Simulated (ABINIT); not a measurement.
Nb in ABINIT: convergence with cutoff

Nb:

```xyz
1
Lattice="0.0000 2.1150 2.1150 2.1150 0.0000 2.1150 2.1150 2.1150 0.0000" Properties=species:S:1:pos:R:3 pbc="T T T"
Nb    0.0000    0.0000    0.0000
```

This isn't the form of Nb at room conditions, which is bcc.

```yaml
Program: ABINIT 10.8.3 (patched build)
Task: single point
Functional: RPBE
Potentials_or_basis: SPMS NC PBE v1.0
Cutoff: 327 eV
k_mesh: 11 × 11 × 11
Occupations: cold (ABINIT), width 0.05 eV
Spin: no spin polarisation
```

These are the settings of the first run; the series varies cutoff, with any setting tied to it.

Hardware: 1 thread of Arm Neoverse V1 (shared host).

| cutoff | energy less the tightest run (meV/atom) | SCF cycles | CPU time (s) | peak memory (GiB) |
| --- | --- | --- | --- | --- |
| 12 Ha | 3523.88 | 7 | 3.3 | 0.06 |
| 15 Ha | 1331.59 | 7 | 4.1 | 0.06 |
| 18 Ha | 431.66 | 7 | 6.6 | 0.06 |
| 21 Ha | 118.39 | 7 | 7.2 | 0.06 |
| 25.5 Ha | 10.01 | 7 | 10 | 0.06 |
| 30 Ha | 0.45 | 7 | 14 | 0.07 |
| 34.5 Ha | 0.20 | 7 | 15 | 0.07 |
| 40.5 Ha | 0.05 | 7 | 23 | 0.07 |
| 48 Ha | 0.00 | 7 | 26 | 0.08 |

Against the tightest run, the energy stays within 1 meV/atom from 30 Ha on. The tightest run that finished is the yardstick and may itself not be fully converged.
